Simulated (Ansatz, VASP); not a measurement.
## Ti: VASP beside Ansatz

```
CELL_PARAMETERS angstrom
2.66228 0.00000 0.00000
0.00000 2.66228 0.00000
0.00000 0.00000 2.66228
ATOMIC_POSITIONS crystal
Ti 0.00000 0.00000 0.00000
```

Change from the starting cell: volume scaled by 1.025.

Alike in both runs: task single point; functional PBE; k mesh 15 × 15 × 15; occupations fermi-dirac, width 0.05 eV; no spin polarisation.

|  | VASP | Ansatz |
| --- | --- | --- |
| version | VASP 6.6.1 | Ansatz 0.2.0 |
| potentials or method | VASP PAW PBE potentials, release 64 (Ti_sv), cutoff 520 eV | all-electron LAPW, scalar-relativistic |

|  | VASP | Ansatz | Ansatz less VASP |
| --- | --- | --- | --- |
| pressure (GPa) | -1.9 | -1.8 | +0.08 |

Ansatz ran all-electron here, so the differences hold the error of VASP's frozen core and of both bases.
